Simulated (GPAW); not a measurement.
# BAs (F-43m) in GPAW: a series of runs

Runs on BAs. Level: PBEsol. Tasks: band structure.

Everything below comes from runs of GPAW 26.7.0. Logs are shortened: lines on timing, memory, paths and dates and some standing lists are left out, and cuts for length are marked. The log counts tension as positive stress, the text compression.

## (1) Starting point

Symmetry: F-43m, No. 216, cubic system. The conventional cell has a = 4.777 Å, b = 4.777 Å, c = 4.777 Å, α = 90.00°, β = 90.00°, γ = 90.00°. As (site symmetry -43m) is surrounded by 4 B at 2.07 Å. B (site symmetry -43m) is surrounded by 4 As at 2.07 Å.

## (2) Band structure, PBEsol

run.py

```python
from ase import Atoms
from ase.dft.bandgap import bandgap
from ase.io import write
from ase.units import GPa
from gpaw import GPAW, PW, setup_paths

setup_paths.insert(0, '.')

atoms = Atoms(['As', 'B'],
              cell=[[0.0, 2.3885, 2.3885],
                    [2.3885, 0.0, 2.3885],
                    [2.3885, 2.3885, 0.0]],
              scaled_positions=[[0.75, 0.75, 0.75],
                                [0.0, 0.0, 0.0]],
              pbc=True)

calc = GPAW(mode=PW(800),
            xc='PBEsol',
            kpts={'size': (10, 10, 10), 'gamma': True},
            occupations={'name': 'fermi-dirac', 'width': 0.05},
            nbands=11,
            convergence={'density': 1e-05, 'energy': 1e-05},
            maxiter=150,
            txt='gpaw.txt')
atoms.calc = calc
energy = atoms.get_potential_energy()
forces = atoms.get_forces()
stress = atoms.get_stress()
calc.write('gs.gpw')
write('result.traj', atoms)
print(f'Energy: {energy:.6f} eV')
print('Forces (eV/A):')
print(forces.round(4))
print('Stress (GPa):', (stress / GPa).round(3))
print('Fermi level:', round(calc.get_fermi_level(), 4), 'eV')
print(f'Gap: {bandgap(calc)[0]:.4f} eV, direct: {bandgap(calc, direct=True)[0]:.4f} eV')

path = atoms.cell.bandpath('GXWKGLUWLK,UX', npoints=60, eps=1e-4)
bs_calc = calc.fixed_density(kpts=path, symmetry='off', nbands=19,
                             convergence={'bands': 'CBM+6.0', 'eigenstates': 1e-6}, txt='bands.txt')
bs = bs_calc.band_structure()
bs.write('bs.json')
print(f'Gap on the path: {bandgap(bs_calc)[0]:.4f} eV')
```

Potentials or basis: PAW data sets generated in the run's folder for this functional, pw.

Command:

```bash
> gpaw-setup -f PBEsol As B
> OMP_NUM_THREADS=1 python run.py
```

gpaw.txt:

```text
__  _  _
 | _ |_)|_||  |
 |__||  | ||/\| - 26.7.0

Input parameters:
  mode=PW(ecut=800.0),
  convergence={'density': 1e-05, 'energy': 1e-05},
  kpts=MonkhorstPack(size=(10, 10, 10), gamma=True),
  maxiter=150,
  nbands=11,
  occupations=Occupations(name='fermi-dirac', width=0.05),
  xc=XC(name='PBEsol')

Diagonalizing LCAO Hamiltonian
Converting LCAO to pw mode

                   As

       B

Atoms  # Å, Bohr magnetons
|   | symbol |        x |        y |        z |    initial magnetic moments |
|---|--------|----------|----------|----------|-----------------------------|
| 0 |     As | 3.582750 | 3.582750 | 3.582750 | ( 0.0000,  0.0000,  0.0000) |
| 1 |      B | 0.000000 | 0.000000 | 0.000000 | ( 0.0000,  0.0000,  0.0000) |

Unit cell  # Å
| periodic |        x |        y |        z |  lengths |    angles |
|----------|----------|----------|----------|----------|-----------|
|      yes | 0.000000 | 2.388500 | 2.388500 | 3.377849 | 60.000000 |
|      yes | 2.388500 | 0.000000 | 2.388500 | 3.377849 | 60.000000 |
|      yes | 2.388500 | 2.388500 | 0.000000 | 3.377849 | 60.000000 |

Number of symmetries: 24
Symmetry operations  # r_c * U_cc + t_c -> r_c
|    | kind |            matrix            |
|----|------|------------------------------|
|  0 |  E   |  1, 0, 0,  0, 1, 0,  0, 0, 1 |
|  1 |  σ   |  1, 0, 0,  0, 0, 1,  0, 1, 0 |
|  2 |  σ   |  1, 0,-1,  0, 1,-1,  0, 0,-1 |
|  3 |  C3  |  1, 0,-1,  0, 0,-1,  0, 1,-1 |
|  4 |  C3  |  1,-1, 0,  0,-1, 1,  0,-1, 0 |
|  5 |  σ   |  1,-1, 0,  0,-1, 0,  0,-1, 1 |
|  6 |  σ   |  0, 1, 0,  1, 0, 0,  0, 0, 1 |
|  7 |  C3  |  0, 1, 0,  0, 0, 1,  1, 0, 0 |
|  8 |  C2  |  0, 1,-1,  1, 0,-1,  0, 0,-1 |
|  9 |  S4  |  0, 1,-1,  0, 0,-1,  1, 0,-1 |
| 10 |  C3  |  0, 0, 1,  1, 0, 0,  0, 1, 0 |
| 11 |  σ   |  0, 0, 1,  0, 1, 0,  1, 0, 0 |
| 12 |  S4  |  0, 0,-1,  1, 0,-1,  0, 1,-1 |
| 13 |  C3  |  0, 0,-1,  0, 1,-1,  1, 0,-1 |
| 14 |  S4  |  0,-1, 1,  1,-1, 0,  0,-1, 0 |
| 15 |  C2  |  0,-1, 1,  0,-1, 0,  1,-1, 0 |
| 16 |  C3  |  0,-1, 0,  1,-1, 0,  0,-1, 1 |
| 17 |  S4  |  0,-1, 0,  0,-1, 1,  1,-1, 0 |
| 18 |  S4  | -1, 1, 0, -1, 0, 1, -1, 0, 0 |
| 19 |  C3  | -1, 1, 0, -1, 0, 0, -1, 0, 1 |
| 20 |  C3  | -1, 0, 1, -1, 1, 0, -1, 0, 0 |
| 21 |  S4  | -1, 0, 1, -1, 0, 0, -1, 1, 0 |
| 22 |  σ   | -1, 0, 0, -1, 1, 0, -1, 0, 1 |
| 23 |  C2  | -1, 0, 0, -1, 0, 1, -1, 1, 0 |

BZ-sampling:
  Number of BZ points: 1000
  Number of IBZ points: 47

  Monkhorst-Pack size: [10, 10, 10]
  Monkhorst-Pack shift: [0.05, 0.05, 0.05]

K-points  # in reciprocal-cell coordinates
|     |                                coordinates |     weight |
|-----|--------------------------------------------|------------|
|   0 | (  0.00000000,   0.00000000,   0.00000000) | 0.00100000 |
|   1 | (  0.10000000,   0.10000000,   0.00000000) | 0.00600000 |
|   2 | (  0.10000000,   0.10000000,   0.10000000) | 0.00800000 |
|   3 | (  0.20000000,   0.10000000,   0.10000000) | 0.01200000 |
|   4 | (  0.20000000,   0.20000000,   0.00000000) | 0.00600000 |
|   5 | (  0.20000000,   0.20000000,   0.10000000) | 0.02400000 |
|   6 | (  0.20000000,   0.20000000,   0.20000000) | 0.00800000 |
|   7 | (  0.30000000,   0.20000000,   0.10000000) | 0.02400000 |
|   8 | (  0.30000000,   0.20000000,   0.20000000) | 0.02400000 |
|   9 | (  0.30000000,   0.30000000,   0.00000000) | 0.00600000 |
| ... |                                            |            |
|  46 | (  0.50000000,   0.50000000,   0.50000000) | 0.00400000 |

Plane wave coefficients: 1422
Cutoff: 800.0 eV

Spin-components: 1 (collinear spins)
Bands:           11
Projectors:      10
Spin-degeneracy: 2
Datatype:        complex128

Parallelization:
  kpt:    1
  domain: 1
  band:   1

Density:
  Valence electrons: 8.0
  Components: 1
  Grid points: [24 24 24]
  Charge: 0.0  # |e|

Potential:
  Grid points: [24 24 24]

species:
  As:
    name:    Arsenic
    Z:       33.0
    valence: 5
    core:    28
    charge:  0.0  # [|e|]
    compensation charges:
      type: gauss
      rc: 0.33  # [Å]
      lmax: 2
    cutoffs:
      filter: 1.87  # [Å]
      core: 2.96  # [Å]
    projectors
    | kind |    occ | energy [eV] | rcut [Å] |
    |------|--------|-------------|----------|
    |   4s |  2.000 |     -14.495 |    1.058 |
    |   4p |  3.000 |      -5.197 |    1.058 |
    |    s |        |      12.716 |    1.058 |
    |    p |        |      22.014 |    1.058 |
    |    d |        |       0.000 |    1.058 |

    Using partial waves for As as LCAO basis

  B:
    name:    Boron
    Z:       5.0
    valence: 3
    core:    2
    charge:  0.0  # [|e|]
    compensation charges:
      type: gauss
      rc: 0.20  # [Å]
      lmax: 2
    cutoffs:
      filter: 1.14  # [Å]
      core: 1.42  # [Å]
    projectors
    | kind |    occ | energy [eV] | rcut [Å] |
    |------|--------|-------------|----------|
    |   2s |  2.000 |      -9.361 |    0.635 |
    |   2p |  1.000 |      -3.555 |    0.635 |
    |    s |        |      17.850 |    0.635 |
    |    p |        |      23.657 |    0.635 |
    |    d |        |       0.000 |    0.635 |

    Using partial waves for B as LCAO basis

Reference energy: -62125.300425  # eV

eigensolver:
  PPCG
  Converge bands: occupied
  niter=2

density mixing:
  MSR1-Mixer
  Pratt-step length: 0.05
  Maximum mixing coefficient: 0.75
  Old densities: 10
  SVD Regularization: 0.005
  Good broyden scale: 1.0
  Trust region scale: 1.0
  Backstep threshold: 4.0
  History deletion threshold: 6.0
  Fourier metric: weight=20.0, sigma=0.015

occupation numbers:
  Fermi-Dirac:
    width: 0.0500  # eV

poisson solver:
  ecut: 6400.0  # eV

xc functional:
  name: PBEsol with 2 nearest neighbor stencil

convergence criteria:
[... 6 lines left out ...]
|iter     | |      energy | eigst |  dens |
|---------|-|-------------|-------|-------|
|iter:   1| |  -12.845653 | -0.27 |       |
|iter:   2| |  -12.730303 | -2.33 | -0.73 |
|iter:   3| |  -12.264043 | -1.76 | -0.77 |
|iter:   4| |  -12.259046 | -3.20 | -1.47 |
|iter:   5| |  -12.259039 | -4.15 | -1.93 |
|iter:   6| |  -12.259053c| -5.57 | -2.68 |
|iter:   7| |  -12.259054c| -7.35 | -3.72 |
|iter:   8| |  -12.259054c| -7.75c| -4.21 |
|iter:   9| |  -12.259054c| -8.79c| -5.51c|

Converged in 9 steps
Energy contributions relative to reference atoms: (reference = -62125.300425)

Energy contributions:
  Kinetic:          19.922480
  Coulomb:         -17.718383
  Zero:             -0.005589
  External:          0.000000
  Xc:              -14.457561
  Entropy:          -0.000000
  Spinorbit:         0.000000
  ----------------------------
  Free energy:     -12.259054
  Extrapolated:    -12.259054

dipole moment: (-3.231094, -3.231094, -3.231094)  # |e|*Ang

Fermi level: 8.411
Eigenvalues  # (at kpt = [0.000, 0.000, 0.000])
| band index |      eig [eV] | occ [0-2] |
|------------|---------------|-----------|
|          0 |        -7.540 |     2.000 |
|          1 |         7.886 |     2.000 |
|          2 |         7.886 |     2.000 |
|          3 |         7.886 |     2.000 |
|          4 |        11.144 |     0.000 |
|          5 |        11.144 |     0.000 |
|          6 |        11.144 |     0.000 |
|          7 |        12.598 |     0.000 |
|          8 |        17.299 |     0.000 |
|          9 |        20.944 |     0.000 |
|         10 |        20.945 |     0.000 |

Gap: 1.084 eV
Transition (v -> c):
  (s=0, k=0, n=3, [0.00, 0.00, 0.00]) -> (s=0, k=24, n=4, [0.40, 0.40, 0.00])
Direct/indirect transitions are different
Direct gap: 3.258 eV
Transition at: (s=0, k=0, n=3, [0.00, 0.00, 0.00])

Forces  # eV/Ang
|       x |        y |        z |
|---------|----------|----------|
| 0.00000 | -0.00000 |  0.00000 |  # As   0
| 0.00000 |  0.00000 | -0.00000 |  # B    1

Stress tensor  # eV/Ang^3
|        x |        y |        z |
|----------|----------|----------|
| 0.001749 | 0.000000 | 0.000000 |
| 0.000000 | 0.001749 | 0.000000 |
| 0.000000 | 0.000000 | 0.001749 |

# Writing to gs.gpw (mode='')
```

It took 61 s on 1 thread of Intel Xeon at 2.50GHz (Skylake/Cascade Lake), shared host; peak memory 0.22 GiB.

Results:

* Free energy: -12.2591 eV
* Pressure: -0.3 GPa
* Band gap on the k mesh: 1.08 eV, indirect (least direct gap 3.26 eV)
* Band gap along the path: 1.10 eV, indirect (least direct gap 3.26 eV)

Levels at the corners of the path, in eV from the valence-band top:
| point | band 2 | band 3 | band 4 | band 5 | band 6 | band 7 |
| --- | --- | --- | --- | --- | --- | --- |
| Γ | 0.00 | 0.00 | 0.00 | 3.26 | 3.26 | 3.26 |
| X | -8.53 | -4.09 | -4.09 | 1.32 | 1.34 | 11.38 |
| W | -8.05 | -5.54 | -5.25 | 5.20 | 5.94 | 6.69 |
| K | -8.14 | -6.01 | -3.50 | 1.95 | 5.50 | 9.23 |
| Γ | 0.00 | 0.00 | 0.00 | 3.26 | 3.26 | 3.26 |
| L | -8.82 | -1.82 | -1.82 | 2.67 | 4.74 | 4.74 |
| U | -8.14 | -6.01 | -3.50 | 1.95 | 5.50 | 9.23 |
| W | -8.05 | -5.54 | -5.25 | 5.20 | 5.94 | 6.69 |
| L | -8.82 | -1.82 | -1.82 | 2.67 | 4.74 | 4.74 |
| K | -8.14 | -6.01 | -3.50 | 1.95 | 5.50 | 9.23 |
| U | -8.14 | -6.01 | -3.50 | 1.95 | 5.50 | 9.23 |
| X | -8.53 | -4.09 | -4.09 | 1.32 | 1.34 | 11.38 |

## (3) Band structure, PBEsol, spin-orbit coupling, no magnetisation

Changes to run.py since step 2:

```diff
@@ -1 +1,2 @@
+import numpy as np
 from ase import Atoms
@@ -5,2 +6,3 @@
 from gpaw import GPAW, PW, setup_paths
+from gpaw.spinorbit import soc_eigenstates
 
@@ -43 +45,7 @@
 print(f'Gap on the path: {bandgap(bs_calc)[0]:.4f} eV')
+
+soc = soc_eigenstates(bs_calc, theta=90, phi=45)
+np.savetxt('soc_bands.dat', soc.eigenvalues(), fmt='%.4f')
+mesh = soc_eigenstates('gs.gpw', theta=90, phi=45)
+np.savetxt('soc_mesh.dat', mesh.eigenvalues(), fmt='%.4f')
+print('Fermi level with spin-orbit coupling:', round(mesh.fermi_level, 4), 'eV')
```

Potentials or basis: PAW data sets generated in the run's folder for this functional, pw.

Command:

```bash
> gpaw-setup -f PBEsol As B
> OMP_NUM_THREADS=1 python run.py
```

Wall time 66 s (1 thread of Intel Xeon at 2.50GHz (Skylake/Cascade Lake), shared host); peak memory 0.26 GiB.

The run converged. Its results:

| Quantity | Value |
| --- | --- |
| Free energy | -12.2591 eV |
| Pressure | -0.3 GPa |
| Band gap on the k mesh | 1.01 eV, indirect (least direct gap 3.04 eV) |
| Band gap along the path | 1.03 eV, indirect (least direct gap 3.04 eV) |

Levels at the corners of the path, in eV from the valence-band top:
| point | band 5 | band 6 | band 7 | band 8 | band 9 | band 10 | band 11 | band 12 |
| --- | --- | --- | --- | --- | --- | --- | --- | --- |
| Γ | 0.00 | 0.00 | 0.00 | 0.00 | 3.04 | 3.04 | 3.27 | 3.27 |
| X | -4.23 | -4.23 | -4.10 | -4.10 | 1.25 | 1.25 | 1.28 | 1.28 |
| W | -5.69 | -5.54 | -5.32 | -5.30 | 5.12 | 5.13 | 5.87 | 5.88 |
| K | -6.13 | -6.03 | -3.57 | -3.57 | 1.87 | 1.89 | 5.41 | 5.45 |
| Γ | 0.00 | 0.00 | 0.00 | 0.00 | 3.04 | 3.04 | 3.27 | 3.27 |
| L | -1.97 | -1.97 | -1.82 | -1.82 | 2.60 | 2.60 | 4.63 | 4.63 |
| U | -6.13 | -6.03 | -3.57 | -3.57 | 1.87 | 1.89 | 5.41 | 5.45 |
| W | -5.69 | -5.54 | -5.32 | -5.30 | 5.12 | 5.13 | 5.87 | 5.88 |
| L | -1.97 | -1.97 | -1.82 | -1.82 | 2.60 | 2.60 | 4.63 | 4.63 |
| K | -6.13 | -6.03 | -3.57 | -3.57 | 1.87 | 1.89 | 5.41 | 5.45 |
| U | -6.13 | -6.03 | -3.57 | -3.57 | 1.87 | 1.89 | 5.41 | 5.45 |
| X | -4.23 | -4.23 | -4.10 | -4.10 | 1.25 | 1.25 | 1.28 | 1.28 |

Caveat: spin-orbit coupling was added after a scalar SCF, so levels and gaps hold it while energy, forces, pressure and moments don't; this program's spin-orbit splittings come out too wide for heavy elements.
